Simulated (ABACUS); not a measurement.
# Mg (I4/mmm) in ABACUS: reference runs

How does Mg come out in PBE? The cell is run as given and disturbed.

Program: ABACUS 3.10.1. These are calculated values, not measurements. Logs are shortened: lines on timing, memory, paths and dates and some standing lists are left out, and cuts for length are marked.

**1. Starting point**

The structure is tetragonal, space group I4/mmm (No. 139). Conventional cell: a = 3.672 Å, b = 3.672 Å, c = 3.359 Å, α = 90.00°, β = 90.00°, γ = 90.00°. Mg (site symmetry 4/mmm) is surrounded by 10 Mg at 3.09 to 3.36 Å.

This isn't the form of Mg at room conditions, which is hcp.

**2. Single point, PBE**

The input, INPUT:

```
INPUT_PARAMETERS
suffix              Mg
calculation         scf
basis_type          pw
pseudo_dir          ./
symmetry            1
dft_functional      pbe
ecutwfc             84
pseudo_rcut         10
nspin               1
nbands              9
ks_solver           dav
smearing_method     fd
smearing_sigma      0.00367493
scf_thr             1e-08
scf_nmax            100
mixing_type         broyden
mixing_beta         0.7
cal_force           1
cal_stress          1
kpar                4
```

The input, STRU:

```
ATOMIC_SPECIES
Mg 24.3050 Mg.upf

LATTICE_CONSTANT
1.8897261246

LATTICE_VECTORS
-1.8359916300 1.8359916300 1.6794040200
1.8359916300 -1.8359916300 1.6794040200
1.8359916300 1.8359916300 -1.6794040200

ATOMIC_POSITIONS
Direct

Mg
0.0
1
0.0000000000 0.0000000000 0.0000000000 1 1 1
```

The input, KPT:

```
K_POINTS
0
Gamma
11 11 11 0 0 0
```

Potentials or basis: PseudoDojo NC SR 0.4.1 PBE standard, plane waves.

The run is started by

```console
$ OMP_NUM_THREADS=1 mpirun -np 4 abacus > log
```

running log:

```text
ABACUS v3.10.1

               Atomic-orbital Based Ab-initio Computation at UStc

 ------------------------------------------------------------------------------------

 READING GENERAL INFORMATION
                           global_out_dir = OUT.Mg/
                           global_in_card = INPUT
                               pseudo_dir = ./
                              orbital_dir =
                                    DSIZE = 4
                                    GSIZE = 1

 READING UNITCELL INFORMATION
                                    ntype = 1
                  lattice constant (Bohr) = 1.88973
              lattice constant (Angstrom) = 1

 READING ATOM TYPE 1
                               atom label = Mg
                      L=0, number of zeta = 1
                      L=1, number of zeta = 1
                      L=2, number of zeta = 1
             number of atom for this type = 1

                        TOTAL ATOM NUMBER = 1
DIRECT COORDINATES
    atom                   x                   y                   z     mag                  vx                  vy                  vz
taud_Mg1            0.0000000000        0.0000000000        0.0000000000  0.0000        0.0000000000        0.0000000000        0.0000000000

                          Volume (Bohr^3) = 152.81
                             Volume (A^3) = 22.6442

 Lattice vectors: (Cartesian coordinate: in unit of a_0)
             -1.83599            +1.83599             +1.6794
             +1.83599            -1.83599             +1.6794
             +1.83599            +1.83599             -1.6794
 Reciprocal vectors: (Cartesian coordinate: in unit of 2 pi/a_0)
                   +0           +0.272332           +0.297725
            +0.272332                  +0           +0.297725
            +0.272332           +0.272332                  +0
 The esolver type has been set to : ksdft_pw

                PAO radial cut off (Bohr) = 10

 Read in pseudopotential file is Mg.upf
                     pseudopotential type = NC
          exchange-correlation functional = PBE
                 nonlocal core correction = 0
                        valence electrons = 10
                                     lmax = 1
                           number of zeta = 3
                     number of projectors = 4
                           L of projector = 0
                           L of projector = 0
                           L of projector = 1
                           L of projector = 1
     initial pseudo atomic orbital number = 5

 SETUP THE ELECTRONS NUMBER
            electron number of element Mg = 10
      total electron number of element Mg = 10
            AUTOSET number of electrons:  = 10
                           occupied bands = 5
                                   NBANDS = 9
                                   NLOCAL = 9

%%%%%%%%%%%%%%%%%%%%%%%%%%%%%%%%%%%%%%%%%%%%%%%%%%%%%%%%%%%%%%%%%%%%%%%%%%%%%%%%%%%%%%%%%%%%%%%%%%%%%%%%%%
 Warning: the number of valence electrons in pseudopotential > 2 for Mg: [Ne] 3s2
 Pseudopotentials with additional electrons can yield (more) accurate outcomes, but may be less efficient.
 If you're confident that your chosen pseudopotential is appropriate, you can safely ignore this warning.
%%%%%%%%%%%%%%%%%%%%%%%%%%%%%%%%%%%%%%%%%%%%%%%%%%%%%%%%%%%%%%%%%%%%%%%%%%%%%%%%%%%%%%%%%%%%%%%%%%%%%%%%%%

 SETUP THE PLANE WAVE BASIS
 energy cutoff for charge/potential (unit:Ry) = 336
            fft grid for charge/potential = [ 36, 36, 36 ]
                        fft grid division = [ 1, 1, 1 ]
        big fft grid for charge/potential = [ 36, 36, 36 ]
                                     nbxx = 46656
                                     nrxx = 46656

 SETUP PLANE WAVES FOR CHARGE/POTENTIAL
                    number of plane waves = 15883
                         number of sticks = 831

 PARALLEL PW FOR CHARGE/POTENTIAL
     PROC   COLUMNS(POT)             PW
        1            831          15883
 --------------- sum -------------------
        1            831          15883
                            number of |g| = 994
                                  max |g| = 30.3791
                                  min |g| = 0

----------- Double Check Mixing Parameters Begin ------------
mixing_type: broyden
mixing_beta: 0.7
mixing_gg0: 1
mixing_gg0_min: 0.1
mixing_ndim: 8
----------- Double Check Mixing Parameters End ------------

 LATTICE VECTORS: (CARTESIAN COORDINATE: IN UNIT OF A0)
             -1.83599            +1.83599             +1.6794
             +1.83599            -1.83599             +1.6794
             +1.83599            +1.83599             -1.6794
                       right hand lattice = 1
                                   NORM_A = 3.09227
                                   NORM_B = 3.09227
                                   NORM_C = 3.09227
                           ALPHA (DEGREE) = 107.155
                           BETA  (DEGREE) = 107.155
                           GAMMA (DEGREE) = 114.21

 The lattice vectors have been changed (STRU_SIMPLE.cif)

(for optimal symmetric configuration:)
                             BRAVAIS TYPE = 6
                     BRAVAIS LATTICE NAME = 06. Tetrogonal I (body-centered)
                                    ibrav = 6
                                    IBRAV = 6
                                  BRAVAIS = BODY CENTERED TETROGONAL CELL
                       LATTICE CONSTANT A = 3.67198
                                C/A RATIO = 0.914712
Original cell was already a primitive cell.
                        ROTATION MATRICES = 16
              PURE POINT GROUP OPERATIONS = 16
                   SPACE GROUP OPERATIONS = 16
                              POINT GROUP = D_4h
               POINT GROUP IN SPACE GROUP = D_4h

 SETUP K-POINTS
                                    nspin = 1
                   Input type of k points = Monkhorst-Pack(Gamma)
                                   nkstot = 1331
                       right hand lattice = 1
(for reciprocal lattice: )
                             BRAVAIS TYPE = 6
                     BRAVAIS LATTICE NAME = 06. Tetrogonal I (body-centered)
                                    ibrav = 6
                       right hand lattice = 1
(for k-lattice: )
                             BRAVAIS TYPE = 6
                     BRAVAIS LATTICE NAME = 06. Tetrogonal I (body-centered)
                                    ibrav = 6
                       right hand lattice = 1
                        ROTATION MATRICES = 16
                               nkstot_ibz = 126
K-POINTS REDUCTION ACCORDING TO SYMMETRY
     IBZ    DIRECT_X    DIRECT_Y    DIRECT_Z  WEIGHT  ibz2bz
       1  0.00000000  0.00000000  0.00000000  0.0008       0
       2 -0.09090909  0.00000000  0.09090909  0.0060       1
       3 -0.18181818  0.00000000  0.18181818  0.0060       2
       4 -0.27272727  0.00000000  0.27272727  0.0060       3
       5 -0.36363636  0.00000000  0.36363636  0.0060       4
       6 -0.45454545  0.00000000  0.45454545  0.0060       5
[... 22 lines left out ...]
      29 -0.27272727  0.36363636 -0.09090909  0.0120      40
      30 -0.27272727  0.27272727  0.00000000  0.0030      41
[... 96 further k points ...]

                               nkstot now = 126
[... K-POINTS DIRECT COORDINATES: 126 rows ...]

           k-point number in this process = 32
       minimum distributed K point number = 31
[... stars of the k points ...]

[... K-POINTS CARTESIAN COORDINATES: 32 rows ...]

[... K-POINTS DIRECT COORDINATES: 32 rows ...]

 SETUP PLANE WAVES FOR WAVE FUNCTIONS
     energy cutoff for wavefunc (unit:Ry) = 84
              fft grid for wave functions = [ 36, 36, 36 ]
                    number of plane waves = 2847
                         number of sticks = 267

 PARALLEL PW FOR WAVE FUNCTIONS
     PROC   COLUMNS(POT)             PW
        1            267           2847
 --------------- sum -------------------
        1            267           2847

 SETUP NONLOCAL PSEUDOPOTENTIALS IN PLANE WAVE BASIS
 Mg non-local projectors:
 projector 1 L=0
 projector 2 L=0
 projector 3 L=1
 projector 4 L=1
      TOTAL NUMBER OF NONLOCAL PROJECTORS = 8

 Init Non-Local PseudoPotential table :
 Init Non-Local-Pseudopotential done.

                                     npwx = 2007

 Make real space PAO into reciprocal space.
       max mesh points in Pseudopotential = 1001
     dq(describe PAO in reciprocal space) = 0.01
                                    max q = 1104

 number of pseudo atomic orbitals for Mg is 3
WARNING: norm of atomic wavefunction # 3 of atomic type Mg is 0.9998, renormalized

 -------------------------------------------
 SELF-CONSISTENT
 -------------------------------------------
                                 init_chg = atomic

 PW ALGORITHM --------------- ION=   1  ELEC=   1--------------------------------
 Notice: Threshold on eigenvalues was too large.
 hsover_error=0.1 > DRHO=0.00385652
 Origin diag ethr = 0.01
 New diag ethr = 3.85652e-05

 Density error is 0.00383915095925
                          Error Threshold = 3.85651989425e-05
----------------------------------------------------------
     Energy           Rydberg                 eV
----------------------------------------------------------
 E_KohnSham     -118.7904154212      -1616.2265175157
 E_Harris       -119.2555275350      -1622.5546924716
 E_Fermi        0.4268871985         5.8080983034
----------------------------------------------------------
[... 39 lines left out ...]
 Density error is 6.58169895455e-09
                          Error Threshold = 1.52526811704e-10
----------------------------------------------------------
     Energy           Rydberg                 eV
----------------------------------------------------------
 E_KohnSham     -118.7904347162      -1616.2267800376
 E_KS(sigma->0) -118.7903072099      -1616.2250452248
 E_Harris       -118.7896671073      -1616.2163361825
 E_band         -26.2635514148       -357.3339489566
 E_one_elec     -92.1759249633       -1254.1177979208
 E_Hartree      43.2418659932        588.3357696605
 E_xc           -15.8404260680       -215.5200532720
 E_Ewald        -54.0156946655       -734.9212288795
 E_entropy(-TS) -0.0002550127        -0.0034696257
 E_descf        0.0000000000         0.0000000000
 E_exx          0.0000000000         0.0000000000
 E_Fermi        0.4231261414         5.7569264953
----------------------------------------------------------

 charge density convergence is achieved
 final etot is -1616.22678 eV
 EFERMI = 5.7569264953 eV

 STATE ENERGY(eV) AND OCCUPATIONS    NSPIN == 1
 1/32 kpoint (Cartesian) = 0.0000 0.0000 0.0000 (2001 pws)
       1       -70.3285     0.00150263
       2       -37.0897     0.00150263
       3       -37.0897     0.00150263
       4       -37.0783     0.00150263
       5       -1.27730     0.00150263
       6        17.7946        0.00000
       7        19.6707        0.00000
       8        19.6707        0.00000
       9        19.9634        0.00000
[... 45 lines left out ...]
 6/32 kpoint (Cartesian) = 0.12379 0.0000 -0.13533 (1982 pws)
       1       -70.3251      0.0120210
       2       -37.1180      0.0120210
       3       -37.1021      0.0120210
       4       -37.0849      0.0120210
       5        3.65037      0.0120210
       6        5.87898    0.000962847
       7        14.0286    1.70987e-74
       8        14.7700    6.20808e-81
       9        15.5198    1.90996e-87

[... levels at 26 further k points ...]

------------------------------------------------------------------------------------------
 TOTAL-FORCE (eV/Angstrom)
------------------------------------------------------------------------------------------
                       Mg1         0.0000000000         0.0000000000         0.0000000000
------------------------------------------------------------------------------------------

----------------------------------------------------------------
 TOTAL-STRESS (KBAR)
----------------------------------------------------------------
         5.2610788074        -0.0000000000        -0.0000000000
        -0.0000000000         5.2610788074         0.0000000000
         0.0000000000         0.0000000000         8.4370301796
----------------------------------------------------------------
 TOTAL-PRESSURE: 6.319729 KBAR

 --------------------------------------------
 !FINAL_ETOT_IS -1616.2267800376112064 eV
 --------------------------------------------
```

Run time: 3.5 s. Hardware: 4 MPI ranks of AMD EPYC 9R45 (Zen 5), shared host; peak memory 0.28 GiB.

Results:

```
Free energy            : -1616.2268 eV
Pressure               : 0.6 GPa
Band gap on the k mesh : none (metal or under the smearing width)
```

**3. Single point, PBE (cell strained at random at fixed volume)**

INPUT is that of step 2.

The input, STRU:

```
ATOMIC_SPECIES
Mg 24.3050 Mg.upf

LATTICE_CONSTANT
1.8897261246

LATTICE_VECTORS
-1.7883760000 1.8240100000 1.6922720000
1.8243840000 -1.8250340000 1.7327570000
1.7940440000 1.8307020000 -1.6933920000

ATOMIC_POSITIONS
Direct

Mg
0.0
1
0.0016640000 0.0188180000 0.0106910000 1 1 1
```

KPT is that of step 2.

Potentials or basis: PseudoDojo NC SR 0.4.1 PBE standard, plane waves.

The run is started by

```console
$ OMP_NUM_THREADS=1 mpirun -np 4 abacus > log
```

It took 16 s on 4 MPI ranks of AMD EPYC 9R45 (Zen 5), shared host; peak memory 0.44 GiB.

The run converged. Its results:

```
Free energy            : -1616.2267 eV
Pressure               : 0.5 GPa
Band gap on the k mesh : none (metal or under the smearing width)
```

Stress tensor (GPa, compression positive):
```
 0.52 -0.06 -0.74
-0.06  0.12  0.02
-0.74  0.02  0.90
```

Levels at points of the mesh, in eV from the Fermi level:
```tsv
k point	band 2	band 3	band 4	band 5	band 6	band 7	band 8
(0.00, 0.00, 0.00)	-42.84	-42.84	-42.84	-7.03	12.41	13.57	13.67
```
